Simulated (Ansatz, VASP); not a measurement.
Two plane-wave programs on KI2

```
K I
1.0
     6.68988    0.00000    0.00000
     0.00000    6.68988    0.00000
     0.00000    0.00000    6.68988
K I
2 4
Direct
  0.00000 0.00000 0.00000
  0.50000 0.50000 0.50000
  0.25000 0.25000 0.25000
  0.75000 0.75000 0.25000
  0.75000 0.25000 0.75000
  0.25000 0.75000 0.75000
```

Alike in both runs: task single point; functional PBE; k mesh 4 × 4 × 4; occupations gaussian, width 0.1 eV; no spin polarisation.

|  | VASP | Ansatz |
| --- | --- | --- |
| version | VASP 6.6.1 | Ansatz 0.2.0 |
| potentials or method | VASP PAW PBE potentials, release 64 (K_sv, I) | scalar-relativistic, plane waves, PAW |
| plane-wave cutoff (eV) | 520 | 420 |
| valence electrons in the cell | 46 | 86 |

|  | VASP | Ansatz | Ansatz less VASP |
| --- | --- | --- | --- |
| gap on the k mesh at the Fermi level (eV) | none | none | - |
| pressure (GPa) | 6.1 | 6.0 | -0.07 |

A gap of «none» marks a metal or a gap that the smearing closes. With one functional, cell and mesh, what is left measures potentials, basis and numerics. The two sets of potentials don't hold the same shells in valence.

Spin-orbit coupling is left out, which matters for the levels of I.
